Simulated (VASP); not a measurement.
# NaI: molecular dynamics of the melt

NaI, Fm-3m (no. 225), 32 atoms in the cell. PBEsol, molecular dynamics; PAW potentials I, Na (PBE set).

Ensemble: NVT; Target temperature (K): 1030; Tags of the pair correlation: defaults; Volume scaled by: 1.35.

## Input

INCAR.step1:
```
SYSTEM = NaI
GGA = PS ; PREC = Normal
ENCUT = 260 ; EDIFF = 1E-5
NELMIN = 4 ; NELM = 60
ALGO = Normal ; LREAL = Auto
LASPH = .True. ; ISMEAR = 0
SIGMA = 0.05 ; ISYM = 0
LWAVE = .False. ; LCHARG = .False.
IBRION = 0 ; POTIM = 2.0
ISIF = 2 ; RANDOM_SEED = 959764 0 0
NSW = 150 ; TEBEG = 2050
TEEND = 2050 ; MDALGO = 0
SMASS = -1 ; NBLOCK = 5
NCORE = 4
```

INCAR.step2, as INCAR.step1 but for:
```
- NSW = 150
- TEEND = 2050
+ NSW = 100
+ TEEND = 1030
```

INCAR.step3, as INCAR.step2 but for:
```
- NSW = 100
- TEBEG = 2050
- MDALGO = 0
- SMASS = -1
- NBLOCK = 5
+ NSW = 400
+ TEBEG = 1030
+ MDALGO = 2
+ SMASS = 0
```

KPOINTS:
```
k-points
0
Gamma
  1 1 1
```

POSCAR.step1:
```
NaI
1.0
    0.0000000000      7.1537997253      7.1537997253
    7.1537997253      0.0000000000      7.1537997253
   14.3075994506     14.3075994506      0.0000000000
I Na
16 16
Direct
    0.2500000000      0.2500000000      0.1250000000
    0.2500000000      0.2500000000      0.3750000000
    0.2500000000      0.2500000000      0.6250000000
    0.2500000000      0.2500000000      0.8750000000
    0.2500000000      0.7500000000      0.1250000000
    0.2500000000      0.7500000000      0.3750000000
    0.2500000000      0.7500000000      0.6250000000
    0.2500000000      0.7500000000      0.8750000000
    0.7500000000      0.2500000000      0.1250000000
    0.7500000000      0.2500000000      0.3750000000
    0.7500000000      0.2500000000      0.6250000000
    0.7500000000      0.2500000000      0.8750000000
    0.7500000000      0.7500000000      0.1250000000
    0.7500000000      0.7500000000      0.3750000000
    0.7500000000      0.7500000000      0.6250000000
    0.7500000000      0.7500000000      0.8750000000
    0.0000000000      0.0000000000      0.0000000000
    0.0000000000      0.0000000000      0.2500000000
    0.0000000000      0.0000000000      0.5000000000
    0.0000000000      0.0000000000      0.7500000000
    0.0000000000      0.5000000000      0.0000000000
    0.0000000000      0.5000000000      0.2500000000
    0.0000000000      0.5000000000      0.5000000000
    0.0000000000      0.5000000000      0.7500000000
    0.5000000000      0.0000000000      0.0000000000
    0.5000000000      0.0000000000      0.2500000000
    0.5000000000      0.0000000000      0.5000000000
    0.5000000000      0.0000000000      0.7500000000
    0.5000000000      0.5000000000      0.0000000000
    0.5000000000      0.5000000000      0.2500000000
    0.5000000000      0.5000000000      0.5000000000
    0.5000000000      0.5000000000      0.7500000000
```

Commands (each step's output is kept before the next begins):
```
cat potpaw_PBE.64/I/POTCAR potpaw_PBE.64/Na/POTCAR > POTCAR
cp INCAR.step1 INCAR
cp POSCAR.step1 POSCAR
mpirun -np 8 vasp_gam > vasp.out
cp CONTCAR POSCAR
cp INCAR.step2 INCAR
mpirun -np 8 vasp_gam > vasp.out
cp CONTCAR POSCAR
cp INCAR.step3 INCAR
mpirun -np 8 vasp_gam > vasp.out
```

## Result

- First-shell coordination: I-I 8.6, I-Na 4.6, Na-Na 9.0
- Mean pressure (GPa): -0.03
- Mean temperature (K): 1021
- Spread of the conserved energy (meV/atom): 0.10
- Rise of the mean potential energy above the start (meV/atom): -13.3
- Electronic steps per ionic step after the first: 4.2

Course of the run:

| Time (fs) | Temperature (K) | Potential energy less the first (meV/atom) | Conserved energy less the first (meV/atom) |
|---|---|---|---|
| 2 | 1102 | 0.0 | 0.00 |
| 62 | 926 | -12.3 | -0.00 |
| 122 | 1000 | -10.5 | 0.01 |
| 184 | 1034 | -3.1 | 0.01 |
| 250 | 927 | -3.9 | 0.01 |
| 310 | 971 | -20.6 | 0.05 |
| 370 | 1354 | -26.6 | 0.02 |
| 432 | 1259 | -17.0 | 0.05 |
| 492 | 1034 | -0.7 | 0.04 |
| 552 | 876 | -20.6 | 0.03 |
| 618 | 960 | -25.2 | 0.04 |
| 680 | 1176 | -22.8 | -0.01 |
| 740 | 1205 | -16.9 | -0.01 |
| 800 | 991 | 0.3 | 0.04 |

First peak of the pair correlation:

| Pair | Distance (Å) | Height | First minimum (Å) | Coordination |
|---|---|---|---|---|
| I-I | 4.26 | 1.60 | 5.66 | 8.6 |
| I-Na | 3.09 | 3.84 | 4.26 | 4.6 |
| Na-Na | 4.03 | 1.20 | 5.78 | 9.0 |

Mean square displacement (Å²):

| Time (fs) | I | Na |
|---|---|---|
| 2 | 0.00 | 0.00 |
| 36 | 0.03 | 0.12 |
| 72 | 0.11 | 0.41 |
| 106 | 0.22 | 0.71 |
| 140 | 0.36 | 0.99 |
| 176 | 0.54 | 1.22 |
| 210 | 0.72 | 1.38 |
| 244 | 0.91 | 1.51 |
| 280 | 1.11 | 1.66 |
| 314 | 1.28 | 1.82 |

REPORT:
```
MDALGO =   2
               SCALING =       0
                 CNEXP =     9.000   14.000
           RANDOM_SEED =            959764                0                0

   original number of atomic DOF:         93
   number of independent constraints:      0
   number of active DOF:                  93

========================================
         MD step No.       1
========================================

  >Energies
                    E_tot             E_pot             E_kin               EPS                ES
   e_b>   -0.69224592E+02   -0.81894890E+02    0.44157048E+01    0.00000000E+00    0.82545938E+01

  >Temperature
               T_sim     T_inst
   tmprt>   1030.000   1101.974

  >Thermostat:
           s(n+1) sdot(n+1)      s(n)   sdot(n)        Qs
   s_b>   1.00045   0.00090   1.00000   0.00000   0.25229

           RANDOM_SEED =            959764                0                0

[... steps left out ...]

========================================
         MD step No.     400
========================================

  >Energies
                    E_tot             E_pot             E_kin               EPS                ES
   e_b>   -0.69223195E+02   -0.81884466E+02    0.39705056E+01    0.14521776E+00    0.85455475E+01

  >Temperature
               T_sim     T_inst
   tmprt>   1030.000    990.871

  >Thermostat:
           s(n+1) sdot(n+1)      s(n)   sdot(n)        Qs
   s_b>   1.01428  -0.02110   1.03525  -0.02083   0.25229

           RANDOM_SEED =            959764                0                0
```

REPORT.step1:
```
RANDOM_SEED =            959764                0                0

           RANDOM_SEED =            959764                0                0

           RANDOM_SEED =            959764                0                0

           RANDOM_SEED =            959764                0                0

           RANDOM_SEED =            959764                0                0

           RANDOM_SEED =            959764                0                0

           RANDOM_SEED =            959764                0                0

           RANDOM_SEED =            959764                0                0

           RANDOM_SEED =            959764                0                0

           RANDOM_SEED =            959764                0                0

           RANDOM_SEED =            959764                0                0

           RANDOM_SEED =            959764                0                0

           RANDOM_SEED =            959764                0                0

           RANDOM_SEED =            959764                0                0

           RANDOM_SEED =            959764                0                0

[... 9 lines left out ...]

           RANDOM_SEED =            959764                0                0

           RANDOM_SEED =            959764                0                0

           RANDOM_SEED =            959764                0                0

           RANDOM_SEED =            959764                0                0

           RANDOM_SEED =            959764                0                0

           RANDOM_SEED =            959764                0                0

           RANDOM_SEED =            959764                0                0

           RANDOM_SEED =            959764                0                0

           RANDOM_SEED =            959764                0                0

           RANDOM_SEED =            959764                0                0

           RANDOM_SEED =            959764                0                0
```

REPORT.step2:
```
RANDOM_SEED =            959764                0                0

           RANDOM_SEED =            959764                0                0

           RANDOM_SEED =            959764                0                0

           RANDOM_SEED =            959764                0                0

           RANDOM_SEED =            959764                0                0

           RANDOM_SEED =            959764                0                0

           RANDOM_SEED =            959764                0                0

           RANDOM_SEED =            959764                0                0

           RANDOM_SEED =            959764                0                0

           RANDOM_SEED =            959764                0                0

           RANDOM_SEED =            959764                0                0

           RANDOM_SEED =            959764                0                0

           RANDOM_SEED =            959764                0                0

           RANDOM_SEED =            959764                0                0

           RANDOM_SEED =            959764                0                0

           RANDOM_SEED =            959764                0                0

           RANDOM_SEED =            959764                0                0

           RANDOM_SEED =            959764                0                0

           RANDOM_SEED =            959764                0                0

           RANDOM_SEED =            959764                0                0

           RANDOM_SEED =            959764                0                0
```

OSZICAR:
```
N       E                     dE             d eps       ncg     rms          rms(c)
DAV:   1     0.792716153057E+03    0.79272E+03   -0.30890E+04   164   0.698E+02
DAV:   2     0.377455201401E+02   -0.75497E+03   -0.73221E+03   246   0.161E+02
DAV:   3    -0.790724677730E+02   -0.11682E+03   -0.11626E+03   192   0.706E+01
DAV:   4    -0.853677881010E+02   -0.62953E+01   -0.62828E+01   208   0.214E+01
DAV:   5    -0.855347119742E+02   -0.16692E+00   -0.16681E+00   192   0.388E+00    0.729E+00
DAV:   6    -0.826830614353E+02    0.28517E+01   -0.32601E+00   192   0.379E+00    0.465E+00
DAV:   7    -0.818168344287E+02    0.86623E+00   -0.29717E+00   192   0.379E+00    0.280E+00
DAV:   8    -0.818608474148E+02   -0.44013E-01   -0.36253E-01   232   0.180E+00    0.129E+00
DAV:   9    -0.818788560047E+02   -0.18009E-01   -0.98433E-02   192   0.746E-01    0.108E+00
DAV:  10    -0.818816676933E+02   -0.28117E-02   -0.64490E-03   192   0.216E-01    0.806E-01
DAV:  11    -0.818926478372E+02   -0.10980E-01   -0.27209E-02   184   0.530E-01    0.438E-01
DAV:  12    -0.818928871704E+02   -0.23933E-03   -0.74044E-03   192   0.174E-01    0.282E-01
[... left out ...]
    389 T=   832. E= -.69223978E+02 F= -.82227659E+02 E0= -.82227659E+02  EK= 0.33357E+01 SP= 0.97E+01 SK= 0.52E-04
    399 T=   959. E= -.69223263E+02 F= -.81917762E+02 E0= -.81917762E+02  EK= 0.38436E+01 SP= 0.87E+01 SK= 0.14E+00
[... last step whole ...]
       N       E                     dE             d eps       ncg     rms          rms(c)
DAV:   1    -0.818844362448E+02    0.33326E-01   -0.64125E-05   214   0.991E-01    0.532E-02
DAV:   2    -0.818844654384E+02   -0.29194E-04   -0.38791E-04   192   0.359E-02    0.337E-02
DAV:   3    -0.818844661806E+02   -0.74214E-06   -0.12849E-05   128   0.104E-02    0.364E-03
DAV:   4    -0.818844664075E+02   -0.22692E-06   -0.21805E-06   112   0.490E-03
    400 T=   991. E= -.69223195E+02 F= -.81884466E+02 E0= -.81884466E+02  EK= 0.39705E+01 SP= 0.85E+01 SK= 0.15E+00
```

OSZICAR.step1:
```
N       E                     dE             d eps       ncg     rms          rms(c)
DAV:   1     0.789639543505E+03    0.78964E+03   -0.29961E+04   164   0.692E+02
DAV:   2     0.523683951584E+02   -0.73727E+03   -0.69912E+03   264   0.157E+02
DAV:   3    -0.793414293255E+02   -0.13171E+03   -0.13100E+03   192   0.730E+01
DAV:   4    -0.869505897907E+02   -0.76092E+01   -0.76026E+01   208   0.219E+01
DAV:   5    -0.872656870802E+02   -0.31510E+00   -0.31508E+00   200   0.447E+00    0.568E+00
DAV:   6    -0.849884305043E+02    0.22773E+01   -0.35722E+00   176   0.333E+00    0.372E+00
DAV:   7    -0.845008422143E+02    0.48759E+00   -0.21117E+00   192   0.258E+00    0.256E+00
DAV:   8    -0.845443693327E+02   -0.43527E-01   -0.16897E-01   164   0.123E+00    0.997E-01
DAV:   9    -0.845417453285E+02    0.26240E-02   -0.13175E-02   176   0.255E-01    0.213E-01
DAV:  10    -0.845422703155E+02   -0.52499E-03   -0.27759E-03   166   0.136E-01    0.396E-02
DAV:  11    -0.845422258833E+02    0.44432E-04   -0.13777E-04   200   0.265E-02    0.181E-02
DAV:  12    -0.845422260364E+02   -0.15315E-06   -0.47577E-06   110   0.579E-03
[... left out ...]
    145 T=  2140. E= -.69809878E+02 F= -.78384271E+02 E0= -.78384271E+02  EK= 0.85744E+01 SP= 0.00E+00 SK= 0.00E+00
    149 T=  2091. E= -.70240367E+02 F= -.78618211E+02 E0= -.78618211E+02  EK= 0.83778E+01 SP= 0.00E+00 SK= 0.00E+00
[... last step whole ...]
       N       E                     dE             d eps       ncg     rms          rms(c)
DAV:   1    -0.786568835219E+02   -0.38673E-01   -0.15319E-04   268   0.151E+00    0.244E-02
DAV:   2    -0.786569723652E+02   -0.88843E-04   -0.90955E-04   190   0.518E-02    0.109E-02
DAV:   3    -0.786569735279E+02   -0.11626E-05   -0.14477E-05   136   0.106E-02    0.966E-03
DAV:   4    -0.786569735501E+02   -0.22253E-07   -0.13883E-06    96   0.379E-03
    150 T=  2100. E= -.70240453E+02 F= -.78656974E+02 E0= -.78656974E+02  EK= 0.84165E+01 SP= 0.00E+00 SK= 0.00E+00
```

OSZICAR.step2:
```
N       E                     dE             d eps       ncg     rms          rms(c)
DAV:   1     0.799185848922E+03    0.79919E+03   -0.30798E+04   164   0.698E+02
DAV:   2     0.425289275617E+02   -0.75666E+03   -0.72188E+03   254   0.162E+02
DAV:   3    -0.769100274694E+02   -0.11944E+03   -0.11870E+03   192   0.710E+01
DAV:   4    -0.831021654611E+02   -0.61921E+01   -0.61726E+01   208   0.214E+01
DAV:   5    -0.832791169172E+02   -0.17695E+00   -0.17684E+00   200   0.390E+00    0.786E+00
DAV:   6    -0.798314904169E+02    0.34476E+01   -0.36641E+00   176   0.388E+00    0.497E+00
DAV:   7    -0.786564911874E+02    0.11750E+01   -0.35401E+00   200   0.379E+00    0.289E+00
DAV:   8    -0.786536093873E+02    0.28818E-02   -0.29968E-01   208   0.143E+00    0.136E+00
DAV:   9    -0.786619585608E+02   -0.83492E-02   -0.69680E-02   192   0.610E-01    0.800E-01
DAV:  10    -0.786748020503E+02   -0.12843E-01   -0.22164E-02   176   0.383E-01    0.232E-01
DAV:  11    -0.786810646605E+02   -0.62626E-02   -0.61937E-03   192   0.219E-01    0.279E-01
DAV:  12    -0.786821619566E+02   -0.10973E-02   -0.17623E-03   192   0.907E-02    0.235E-01
[... left out ...]
[... last step whole ...]
       N       E                     dE             d eps       ncg     rms          rms(c)
DAV:   1    -0.818698348152E+02   -0.24531E-01   -0.41314E-04   286   0.112E+00    0.948E-02
DAV:   2    -0.818700817332E+02   -0.24692E-03   -0.25163E-03   184   0.803E-02    0.101E-01
DAV:   3    -0.818700586899E+02    0.23043E-04   -0.43839E-05   166   0.202E-02    0.989E-02
DAV:   4    -0.818700356046E+02    0.23085E-04   -0.37278E-05   144   0.142E-02    0.673E-02
DAV:   5    -0.818700224255E+02    0.13179E-04   -0.33355E-05   152   0.136E-02    0.200E-02
DAV:   6    -0.818700190289E+02    0.33965E-05   -0.12547E-05    96   0.100E-02
    100 T=  1096. E= -.77479076E+02 F= -.81870019E+02 E0= -.81870019E+02  EK= 0.43909E+01 SP= 0.00E+00 SK= 0.00E+00
```

Limits: 800 fs of 32 atoms are too short for converged averages.

VASP 6.6.1 took 2618 s on 8 cores (Intel Xeon Platinum 8488C (Sapphire Rapids)), a shared host.
